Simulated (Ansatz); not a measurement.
# Ru(0001) with 2 layers of random Ru-Pt, 2x2: scattering by chemical disorder, part 2 of 2

Wanted: resistance against the alloy's length, first Ru(0001) with 2 layers of random Ru-Pt, 2x2.

Ansatz 0.2.0; Ansatz plane-wave DFT, PBE, PAW files; ballistic transport by layer matching (Landauer), zero bias; PAW set soft_1.

So far. Step 3 (With 6 alloy layers): Over the solved energies the transmission per spin lies between 3.03 and 3.35, out of 5.48 channels of the lead on average (up to 6).

**4. With 10 alloy layers**

In 10 layers a share of 0.25 of the sites is given to Pt at random. A fresh draw is used; the growth of the resistance with length is what counts.

System of this step: Ru(0001) with 10 layers of random Ru-Pt, 2x2. The cell holds 80 atoms: 70 Ru and 10 Pt. Cell: a = 5.412 Å, b = 5.412 Å, c = 42.819 Å, α = 90.0°, β = 90.0°, γ = 120.0°. It derives from Ru. Regions: lead, 40 atoms (40 Ru); scattering region, 40 atoms (30 Ru and 10 Pt). The structure is stacked along c, and the current runs across the ab planes.

Contents of input.yaml:

```yaml
crystal:
  lattice:
    - [5.4116, 0.0, 0.0]
    - [-2.7058, 4.6865830751, 0.0]
    - [0.0, 0.0, 42.819]
  atoms:
    - { symbol: Ru, position: [0.1666666667, 0.3333333333, 0.025] }
    - { symbol: Ru, position: [0.1666666667, 0.8333333333, 0.025] }
    - { symbol: Ru, position: [0.6666666667, 0.3333333333, 0.025] }
    - { symbol: Ru, position: [0.6666666667, 0.8333333333, 0.025] }
    - { symbol: Ru, position: [0.3333333333, 0.1666666667, 0.075] }
    - { symbol: Ru, position: [0.3333333333, 0.6666666667, 0.075] }
    - { symbol: Ru, position: [0.8333333333, 0.1666666667, 0.075] }
    - { symbol: Ru, position: [0.8333333333, 0.6666666667, 0.075] }
    - { symbol: Ru, position: [0.1666666667, 0.3333333333, 0.125] }
    - { symbol: Ru, position: [0.1666666667, 0.8333333333, 0.125] }
    - { symbol: Ru, position: [0.6666666667, 0.3333333333, 0.125] }
    - { symbol: Ru, position: [0.6666666667, 0.8333333333, 0.125] }
    - { symbol: Ru, position: [0.3333333333, 0.1666666667, 0.175] }
    - { symbol: Ru, position: [0.3333333333, 0.6666666667, 0.175] }
    - { symbol: Ru, position: [0.8333333333, 0.1666666667, 0.175] }
    - { symbol: Ru, position: [0.8333333333, 0.6666666667, 0.175] }
    - { symbol: Ru, position: [0.1666666667, 0.3333333333, 0.225] }
    - { symbol: Ru, position: [0.1666666667, 0.8333333333, 0.225] }
    - { symbol: Ru, position: [0.6666666667, 0.3333333333, 0.225] }
    - { symbol: Ru, position: [0.6666666667, 0.8333333333, 0.225] }
    - { symbol: Ru, position: [0.3333333333, 0.1666666667, 0.275] }
    - { symbol: Ru, position: [0.3333333333, 0.6666666667, 0.275] }
    - { symbol: Ru, position: [0.8333333333, 0.1666666667, 0.275] }
    - { symbol: Ru, position: [0.8333333333, 0.6666666667, 0.275] }
    - { symbol: Ru, position: [0.1666666667, 0.3333333333, 0.325] }
    - { symbol: Ru, position: [0.1666666667, 0.8333333333, 0.325] }
    - { symbol: Pt, position: [0.6666666667, 0.3333333333, 0.325] }
    - { symbol: Ru, position: [0.6666666667, 0.8333333333, 0.325] }
    - { symbol: Pt, position: [0.3333333333, 0.1666666667, 0.375] }
    - { symbol: Ru, position: [0.3333333333, 0.6666666667, 0.375] }
    - { symbol: Ru, position: [0.8333333333, 0.1666666667, 0.375] }
    - { symbol: Ru, position: [0.8333333333, 0.6666666667, 0.375] }
    - { symbol: Ru, position: [0.1666666667, 0.3333333333, 0.425] }
    - { symbol: Pt, position: [0.1666666667, 0.8333333333, 0.425] }
    - { symbol: Ru, position: [0.6666666667, 0.3333333333, 0.425] }
    - { symbol: Ru, position: [0.6666666667, 0.8333333333, 0.425] }
    - { symbol: Ru, position: [0.3333333333, 0.1666666667, 0.475] }
    - { symbol: Ru, position: [0.3333333333, 0.6666666667, 0.475] }
    - { symbol: Pt, position: [0.8333333333, 0.1666666667, 0.475] }
    - { symbol: Pt, position: [0.8333333333, 0.6666666667, 0.475] }
    - { symbol: Ru, position: [0.1666666667, 0.3333333333, 0.525] }
    - { symbol: Ru, position: [0.1666666667, 0.8333333333, 0.525] }
    - { symbol: Pt, position: [0.6666666667, 0.3333333333, 0.525] }
    - { symbol: Ru, position: [0.6666666667, 0.8333333333, 0.525] }
    - { symbol: Ru, position: [0.3333333333, 0.1666666667, 0.575] }
    - { symbol: Ru, position: [0.3333333333, 0.6666666667, 0.575] }
    - { symbol: Ru, position: [0.8333333333, 0.1666666667, 0.575] }
    - { symbol: Ru, position: [0.8333333333, 0.6666666667, 0.575] }
    - { symbol: Ru, position: [0.1666666667, 0.3333333333, 0.625] }
    - { symbol: Ru, position: [0.1666666667, 0.8333333333, 0.625] }
    - { symbol: Pt, position: [0.6666666667, 0.3333333333, 0.625] }
    - { symbol: Ru, position: [0.6666666667, 0.8333333333, 0.625] }
    - { symbol: Pt, position: [0.3333333333, 0.1666666667, 0.675] }
    - { symbol: Ru, position: [0.3333333333, 0.6666666667, 0.675] }
    - { symbol: Pt, position: [0.8333333333, 0.1666666667, 0.675] }
    - { symbol: Ru, position: [0.8333333333, 0.6666666667, 0.675] }
    - { symbol: Ru, position: [0.1666666667, 0.3333333333, 0.725] }
    - { symbol: Ru, position: [0.1666666667, 0.8333333333, 0.725] }
    - { symbol: Ru, position: [0.6666666667, 0.3333333333, 0.725] }
    - { symbol: Pt, position: [0.6666666667, 0.8333333333, 0.725] }
    - { symbol: Ru, position: [0.3333333333, 0.1666666667, 0.775] }
    - { symbol: Ru, position: [0.3333333333, 0.6666666667, 0.775] }
    - { symbol: Ru, position: [0.8333333333, 0.1666666667, 0.775] }
    - { symbol: Ru, position: [0.8333333333, 0.6666666667, 0.775] }
    - { symbol: Ru, position: [0.1666666667, 0.3333333333, 0.825] }
    - { symbol: Ru, position: [0.1666666667, 0.8333333333, 0.825] }
    - { symbol: Ru, position: [0.6666666667, 0.3333333333, 0.825] }
    - { symbol: Ru, position: [0.6666666667, 0.8333333333, 0.825] }
    - { symbol: Ru, position: [0.3333333333, 0.1666666667, 0.875] }
    - { symbol: Ru, position: [0.3333333333, 0.6666666667, 0.875] }
    - { symbol: Ru, position: [0.8333333333, 0.1666666667, 0.875] }
    - { symbol: Ru, position: [0.8333333333, 0.6666666667, 0.875] }
    - { symbol: Ru, position: [0.1666666667, 0.3333333333, 0.925] }
    - { symbol: Ru, position: [0.1666666667, 0.8333333333, 0.925] }
    - { symbol: Ru, position: [0.6666666667, 0.3333333333, 0.925] }
    - { symbol: Ru, position: [0.6666666667, 0.8333333333, 0.925] }
    - { symbol: Ru, position: [0.3333333333, 0.1666666667, 0.975] }
    - { symbol: Ru, position: [0.3333333333, 0.6666666667, 0.975] }
    - { symbol: Ru, position: [0.8333333333, 0.1666666667, 0.975] }
    - { symbol: Ru, position: [0.8333333333, 0.6666666667, 0.975] }
kpoints:
  mp_grid: { grid: [5, 5, 1] }
hamiltonian:
  xc: pbe
  pseudopotentials: { kind: paw, azcp: { folder: soft_1 } }
scf:
  occupations: { method: fermi_dirac, width: 0.1 }
output:
  transmission:
    leads: [[0, 8]]
    kmesh: [10, 10]
    e_range: [-0.05, 0.05]
    de: 0.05
  write_potential: true
  write_density: true
  volumetric_format: npy
```

On the command line:

```console
$ ansatz run input.yaml --threads 4 --pin off --max-ram 15360MiB --backend cpu --events-out ev --progress --plain --runs-dir out
```

Numbers of over 12 decimals in the logs are rounded to 6 here.

Output:

```text
[...]
Crystal: 80 atoms, lattice volume = 1085.972 Å³
Basis set: ecut = 420 eV, 21185 PW (Γ)
Bands: 780, of which v1, the nominal top of the filled ones, is band 650 counted from 1 (649 counted from 0)
Symmetry: 1 space group operations
[...]
k-points: 13 of 25 (time reversal used)
[...]
SCF iter   1: F=—  HF=-536815.868545 eV  |F-HF|=—  |Δ(HF+E_count)|=         —  Δρ=1.32e-1  dr2=2.16e3  ethr=3.10e-3  ⟨swp⟩=5.2  Hψ=32875  notcnv=0  defer=65
[...]
SCF iter  11: F=-536756.383606 eV  HF=-536756.383606 eV  |F-HF|=1.39e-8  |Δ(HF+E_count)|=   8.27e-9  Δρ=4.19e-7  dr2=1.48e-8  ethr=7.69e-12  ⟨swp⟩=6.5  Hψ=24280  notcnv=0
SCF 1 converged in 11 iterations: F = -536756.383606 eV  dr2 = 1.48e-8
[...]
transmission: 417 of 4160 steps passed
transmission: 832 of 4160 steps passed
[...]
transmission: 4160 of 4160 steps passed
SCF converged after 11 iterations
Free energy (F): -536756.383606 eV
[...]
Internal energy: -536753.818662 eV  (E = F + TS)
E sigma→0 (E₀):  -536755.101134 eV
Entropy (-TS):   -2.564944 eV (-32.062 meV/atom)
Fermi energy:    23.878808 eV
[...]
--- Band table (eV; the first three rows and the last of 13) ---
  k-point 0: bands = [... 646 lower, 24.6262, 24.6466, 24.6617, 24.6747, 24.7219, 24.7403, 24.7438, 24.7621, ... 126 higher]
  k-point 1: bands = [... 646 lower, 24.2266, 24.2388, 24.2594, 24.2987, 24.3195, 24.3496, 24.3685, 24.3846, ... 126 higher]
  k-point 2: bands = [... 646 lower, 23.5793, 23.5930, 23.6187, 23.6369, 23.6514, 23.6673, 23.6962, 23.7309, ... 126 higher]
  k-point 12: bands = [... 646 lower, 23.7636, 23.8041, 23.8709, 23.8821, 23.8959, 23.9448, 23.9487, 23.9573, ... 126 higher]
--- Transmission ---
  basis      : 223 plane waves across, 80 finite elements along
  points     : 52, standing for a mesh of 10 x 10
[...]
channels       : 5.280000e0 a spin
[...]
junction   : crystal 0 to crystal 0, 1.44 to 39.98 Å
    transmission   : 2.489164e0 a spin
[...]
```

Wall time 30 min (4 threads of Arm Neoverse V1, shared host); peak memory 8.6 GiB.

This step gave:

```yaml
free_energy: -536756.3836 eV
energy_at_zero_smearing: -536755.1011 eV
fermi_energy: 23.88 eV
transmission_per_spin_nearest_the_fermi_level: 2.489
step_of_the_lead_s_potential: 6.8 meV
```

Per spin. Transmission, zone mean against energy, zero at the Fermi level:

```csv
energy (eV),"transmission, zone mean"
-0.0500,2.58
0.0000,2.49
0.0500,2.63
```

Over the solved energies the transmission per spin lies between 2.49 and 2.63, out of 5.48 channels of the lead on average (up to 6).

**5. Resistance against length**

This step: Ansatz plane-wave DFT, PBE, PAW files; ballistic transport by layer matching (Landauer), zero bias; residual resistivity from the slope of the area resistance, atoms on the host's lattice; PAW set soft_1 (Ansatz 0.2.0).

This step gave:

| Item | Value |
| --- | --- |
| resistivity | 28.05 µΩ cm |
| intercept | 0.07887 fΩ m² |
| scatter about the fit | 0.001811 fΩ m² |

Resistance, by row:

```csv
run,length (Å),T,channels N,RA (fΩ m²)
n2,4.282,4.095,5.44,0.1977
n6,12.85,3.15,5.48,0.4417
n10,21.41,2.567,5.48,0.6781
```

Table of area resistance by length of the alloy:

```csv
length of the alloy (Å),area resistance (fΩ m²)
4.28,0.198
12.85,0.442
21.41,0.678
```

The area resistance goes from 0.20 to 0.68 fΩ m² between 4.3 and 21.4 Å, a slope of 28 µΩ cm.

By hand from the end points: (0.6781 − 0.1977) fΩ m² / (21.41 − 4.28) Å = 28 µΩ cm, since 1 fΩ m² per Å is 1000 µΩ cm.

**6. What came out**

```
resistivity from the slope  : 28.0 µΩ cm
area resistance over 4.28 Å : 0.198 fΩ m²
area resistance over 12.8 Å : 0.442 fΩ m²
area resistance over 21.4 Å : 0.678 fΩ m²
```

In words: The slope gives 28 µΩ cm. The points scatter by 0.0018 fΩ m² about the line, with one random draw a length in a 2x2 cell, so the slope is a rough value. Read with a model of isotropic scattering on a spherical Fermi surface and the lead's 1.7×10¹⁵ S/m², this slope means a mean free path near 17 Å; over these lengths the model's slope is 1.04 times its bulk resistivity, which would be 27 µΩ cm. The draw over the shortest length came out nearly ordered, with 8 symmetry operations, so that point is a poor sample of a random alloy. The atoms sit on the host's lattice, so scattering by size misfit is left out. Spin-orbit coupling is left out, which matters for Pt.

[Logs are printed without paths, hosts, clocks, repeated set-up lines and the standing remarks that a program may print on its own settings, such as how far it seeks lower states.]

[Hosts, paths, dates, database ids (printed as entryN), source tags and the programs' standing remarks are cut or masked in the printed files.]
